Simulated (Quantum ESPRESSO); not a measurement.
Runs of Quantum ESPRESSO 7.5 on C. The structure is hexagonal, space group P6_3/mmc (No. 194). Conventional cell: a = 2.522 Å, b = 2.522 Å, c = 8.237 Å, α = 90.00°, β = 90.00°, γ = 120.00°. Around C (site symmetry 3m) lie 4 C at 1.54 Å. C (site symmetry 3m) is surrounded by 4 C at 1.54 Å. This is a hexagonal form of diamond, not graphite.

```tsv
potentials or basis	cutoff (eV)	gap on the mesh (eV)	pressure (GPa)	largest force (eV/Å)
PseudoDojo 0.4.1 SR PBE standard	1116	4.47	2.3	0.33
SG15 PBE 1.2	1197	4.46	0.9	0.33
SSSP 1.3 efficiency PBE	748	4.43	2.4	0.33
SPMS 1.0 PBE	1197	4.47	(a)	0.33
PseudoDojo 0.5 SR PBE standard	1116	4.47	2.3	0.33
GBRV 1.5 PBE	612	4.43	(b)	0.33
PseudoDojo 0.5 SR PBE stringent	1116	4.47	2.3	0.33
PseudoDojo 0.4 SR PBE stringent	1116	4.47	2.3	0.33
```

Alike in all rows: task band structure; level PBE; no spin polarisation; cell as given; k mesh 12 × 12 × 4; smearing fermi-dirac 0.05 eV.

Task: Estimate the missing entries.

Result: (a) 2.6; (b) 2.0.

Caveats: some levels on the path didn't converge.

